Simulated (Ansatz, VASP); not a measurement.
# Two plane-wave programs on SrO

File INCAR:

```
SYSTEM = SrO
PREC = Accurate ; ENCUT = 520
EDIFF = 1E-6 ; ISMEAR = 0
SIGMA = 0.05 ; LREAL = .FALSE.
LASPH = .TRUE. ; NELM = 80
ALGO = Normal ; ISIF = 2
LWAVE = .FALSE. ; LCHARG = .TRUE.
LELF = .TRUE. ; LVHAR = .TRUE.
NBANDS = 24
```

The input KPOINTS:

```
regular mesh
0
G
  9 9 4
  0 0 0
```

File POSCAR:

```
SrO
1.0
    3.5532880902      0.0000000000      0.0000000000
   -1.7766440451      3.0772377531      0.0000000000
    0.0000000000      0.0000000000      6.2173039800
Sr O
2 2
Direct
    0.3333333333      0.6666666667      0.2500000000
    0.6666666667      0.3333333333      0.7500000000
    0.0000000000      0.0000000000     -0.0402103550
    0.0000000000      0.0000000000      0.4597896450
```

Input for Ansatz:

```yaml
crystal:
  lattice:
    - [3.5532880902, 0.0, 0.0]
    - [-1.7766440451, 3.0772377531, 0.0]
    - [0.0, 0.0, 6.21730398]
  atoms:
    - { symbol: Sr, position: [0.3333333333, 0.6666666667, 0.25] }
    - { symbol: Sr, position: [0.6666666667, 0.3333333333, 0.75] }
    - { symbol: O, position: [0.0, 0.0, -0.040210355] }
    - { symbol: O, position: [0.0, 0.0, 0.459789645] }
basis:
  ecutwfc: 420
kpoints:
  mp_grid: { grid: [9, 9, 4] }
hamiltonian:
  xc: lda
scf:
  occupations: { method: gaussian, width: 0.05 }
output:
  forces: true
  stress: true
  eigenvalues: true
```

Change from the starting cell: all O atoms moved -0.250 Å, as atom 3 along Cartesian [0 0 1].

Alike in both runs: task single point; functional LDA; k mesh 9 × 9 × 4; occupations gaussian, width 0.05 eV; no spin polarisation.

|  | VASP | Ansatz |
| --- | --- | --- |
| version | VASP 6.6.1 | Ansatz 0.2.0 |
| potentials or method | VASP PAW LDA potentials, release 64 (Sr_sv, O) | scalar-relativistic, plane waves, PAW |
| plane-wave cutoff (eV) | 520 | 420 |
| valence electrons in the cell | 32 | 32 |

```csv
,VASP,Ansatz,Ansatz less VASP
gap on the k mesh at the Fermi level (eV),3.14,3.12,-0.015
least direct gap on the mesh (eV),3.15,3.13,-0.016
pressure (GPa),-3.0,-3.7,-0.75
largest component of the traceless stress (GPa),0.55,0.48,-0.065
rms of the force components (eV/Å),0.312,0.286,-0.0260
```

Atom by atom the forces differ by 0.026 eV/Å (rms over components).

Caveats: an odd mesh through Γ misses points on the zone boundary, where band edges often lie.
